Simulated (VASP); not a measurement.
# 1T-SrCl2 monolayer: relaxation and electronic structure, part 3 of 3

Wanted: how 1T-SrCl2 monolayer relaxes, and what it costs to take an electron out.

VASP 6.6.1; PBE with D3(BJ); plane waves and PAW (Cl, Sr_sv).

So far. Step 3 (Vacuum level and density of states): The vacuum level lies 8.02 eV above the highest filled level at the upper face; both faces agree, as the slab has next to no dipole. Step 4 (The slab in a field, field -0.1): Energy at zero smearing: -13.01365 eV.

### Step 5. The slab in a field, field 0.1

Contents of INCAR:

```
SYSTEM = SrCl2
PREC = Normal
ENCUT = 350
EDIFF = 1E-06
NELM = 120
ISMEAR = -1
SIGMA = 0.05
LREAL = .FALSE.
ALGO = Fast
GGA = PE
IVDW = 12
NBANDS = 18
LORBIT = 11
LWAVE = .FALSE.
LCHARG = .FALSE.
KPAR = 2
IDIPOL = 3
LDIPOL = .TRUE.
DIPOL = 0.5 0.5 0.5
EFIELD = 0.1
LVHAR = .TRUE.
```

Contents of POSCAR:

```
SrCl2
1.0
    4.3966410825      0.0000000000      0.0000000000
   -2.1983205412      3.8076028687      0.0000000000
    0.0000000000      0.0000000000     21.4708469102
Cl Sr
2 1
Direct
    0.6666666667      0.3333333333      0.4335793307
    0.3333333333      0.6666666667      0.5664206693
    0.0000000000      0.0000000000      0.5000000000
```

Contents of KPOINTS:

```
Automatic mesh
0
Gamma
12 12 1
0 0 0
```

The projector-augmented-wave data sets are Cl and Sr_sv (PBE family, release 64).

Command:

```bash
mpirun -np 2 vasp_std
```

What it wrote:

```text
[... set-up lines as in an earlier step ...]
 entering main loop
       N       E                     dE             d eps       ncg     rms          rms(c)
DAV:   1     0.151086594817E+03    0.15109E+03   -0.81412E+03   836   0.707E+02
DAV:   2     0.977919529918E+01   -0.14131E+03   -0.13817E+03   930   0.180E+02
DAV:   3    -0.123989462437E+02   -0.22178E+02   -0.22128E+02  1022   0.692E+01
DAV:   4    -0.130229100823E+02   -0.62396E+00   -0.62301E+00  1112   0.115E+01
DAV:   5    -0.130334181437E+02   -0.10508E-01   -0.10505E-01  1108   0.121E+00    0.154E+01
RMM:   6    -0.126347203458E+02    0.39870E+00   -0.76885E-01   866   0.396E+00    0.935E+00
RMM:   7    -0.126503001185E+02   -0.15580E-01   -0.10733E+00   923   0.469E+00    0.173E+00
RMM:   8    -0.126279575931E+02    0.22343E-01   -0.11684E-01   910   0.185E+00    0.574E-01
RMM:   9    -0.126295029694E+02   -0.15454E-02   -0.11526E-02  1000   0.538E-01    0.247E-01
RMM:  10    -0.126297997691E+02   -0.29680E-03   -0.43057E-03  1032   0.297E-01    0.933E-02
RMM:  11    -0.126299421461E+02   -0.14238E-03   -0.15312E-03  1163   0.159E-01    0.116E-01
RMM:  12    -0.126301811861E+02   -0.23904E-03   -0.68506E-04  1190   0.914E-02    0.429E-02
RMM:  13    -0.126305288306E+02   -0.34764E-03   -0.29957E-04  1071   0.761E-02    0.295E-02
RMM:  14    -0.126308831003E+02   -0.35427E-03   -0.23846E-04  1138   0.561E-02    0.420E-02
RMM:  15    -0.126312263857E+02   -0.34329E-03   -0.82298E-05  1088   0.430E-02    0.139E-02
RMM:  16    -0.126313179628E+02   -0.91577E-04   -0.46558E-05  1131   0.254E-02    0.840E-03
RMM:  17    -0.126314018466E+02   -0.83884E-04   -0.19347E-05  1083   0.177E-02    0.829E-03
RMM:  18    -0.126314235892E+02   -0.21743E-04   -0.94323E-06   919   0.117E-02    0.287E-03
RMM:  19    -0.126314290651E+02   -0.54759E-05   -0.49011E-06   835   0.840E-03    0.196E-03
RMM:  20    -0.126314362646E+02   -0.71996E-05   -0.26703E-06   821   0.666E-03    0.122E-03
RMM:  21    -0.126314418243E+02   -0.55596E-05   -0.18580E-06   757   0.535E-03    0.602E-04
RMM:  22    -0.126314423336E+02   -0.50934E-06   -0.64370E-07   646   0.409E-03
   1 F= -.13013651E+02 E0= -.13013651E+02  d E =-.120583E-09
```

The job ended after 18 s (2 MPI ranks of AMD EPYC 9R45, shared host; peak memory 0.42 GiB).

From OUTCAR (step 5):

```text
   NELECT =      24.0000    total number of electrons

 dipolmoment           0.000000      0.000000      0.032223 electrons x Angstroem

 E-fermi :  -5.0828

 k-point     1 :       0.0000    0.0000    0.0000
  band No.  band energies     occupation
    ...
      8      -7.1536      2.00000
      9      -7.1536      2.00000
     10      -6.3539      2.00000
     11      -6.3539      2.00000
     12      -6.3082      2.00000
     13      -0.3694      0.00000
     14       0.7342      0.00000
     15       0.7342      0.00000
     16       0.9270      0.00000
     17       1.4101      0.00000
    ...

 Edisp (eV)   -0.38221

  Total       0.01282     0.01282    -0.06368     0.00000     0.00000     0.00000
  in kB       0.05716     0.05716    -0.28384     0.00000     0.00000     0.00000
  external pressure =       -0.06 kB  Pullay stress =        0.00 kB

 POSITION                                       TOTAL-FORCE (eV/Angst)
 -----------------------------------------------------------------------------------
      2.19832      1.26920      9.30932        -0.000000     -0.000000      0.050875
     -0.00000      2.53840     12.16153        -0.000000      0.000000      0.019729
      0.00000      0.00000     10.73542         0.000000     -0.000000     -0.070604
 -----------------------------------------------------------------------------------
    total drift:                                0.000000      0.000000      0.000234

  FREE ENERGIE OF THE ION-ELECTRON SYSTEM (eV)
  ---------------------------------------------------
  free  energy   TOTEN  =       -13.0136514038 eV

  energy  without entropy=      -13.0136514037  energy(sigma->0) =      -13.01365140

 vacuum level on the upper side and lower side of the slab         0.953         2.664

[... 8 parts as in an earlier step ...]

[... 9 further parts left out ...]
```

Numbers from this step:

```
Fermi energy  : -5.083 eV
dipole moment : 0, 0, 0.03222 e·Å
```

The planar average of the electrostatic potential oscillates, so the rows of the table below give means over windows of 1 Å about each position, cut where the curve ends. Its maxima inside the range that stand out by 2 % of the span (Å: eV): 0.4: 7.75, 10.2: -0.753, 11.3: -0.790, 14.2: 6.68. Its minima: 9.4: -4.67, 10.7: -1.74, 12.1: -4.75, 21.0: 6.04.

Zero at the Fermi level. The planar average of the electrostatic potential by height; means over each step:

```tsv
height (Å)	planar average of the electrostatic potential (eV)
0	7.47
1	7.69
2	7.59
3	7.49
4	7.39
5	7.29
6	7.19
7	7.07
8	6.41
9	-0.991
10	-1.94
11	-1.33
12	-3.44
13	4.01
14	6.63
15	6.63
16	6.54
17	6.44
18	6.34
19	6.24
20	6.14
21	6.12
```

Force by atom:

```tsv
atom	x (eV/Å)	y (eV/Å)	z (eV/Å)	size
Cl1	0.0000	0.0000	0.0509	0.0509
Cl2	0.0000	0.0000	0.0197	0.0197
Sr3	0.0000	0.0000	-0.0706	0.0706
```

Energy at zero smearing: -13.01365 eV.

### Step 6. Putting the energies together

This step: slab, PBE + D3(BJ); plane waves and PAW (VASP 6.6.1).

Derived from the runs above.

Numbers from this step:

| Item | Value |
| --- | --- |
| polarisability per area of the slab or monolayer | 0.2772 Å |
| ionisation potential at the upper face | 8.020 eV |

VASP counts both for electrons: a positive EFIELD is a field along -c, and a positive dipole, in electrons times A, points along -c. Field, by row:

```tsv
EFIELD (eV/Å)	dipole along z (e Å)	energy change (eV)
-0.1	-0.03222	-0.001612
0	0	0
0.1	0.03222	-0.001612
```

The polarisability is the slope of the dipole against the field, as a volume for each unit of area.

### Step 7. Results

- ionisation potential of the slab: 8.02 eV
- polarisability per area of the slab or monolayer: 0.277 Å

**Reading.** The ionisation potential is 8.02 eV at both faces. The atom that ends on top (Cl) moved inwards by 0.31 Å, counted from the mean of all atoms. Semilocal band edges put the ionisation potential too low and the gap too small. The slab has a gap, so the level below the vacuum is counted from the highest filled level.

[Lines on the potential files, build, host, timing and source positions are cut from VASP's logs without a mark.]

[Logs are printed without paths, hosts, clocks, repeated set-up lines and the standing remarks that a program may print on its own settings, such as how far it seeks lower states.]

[Hosts, paths, dates, database ids (printed as entryN), source tags and the programs' standing remarks are cut or masked in the printed files.]

[In band tables of VASP the shares of atoms and orbitals are scaled to a sum of 1 inside the atoms' spheres.]

[Runs that stopped without an error message from VASP are left out.]
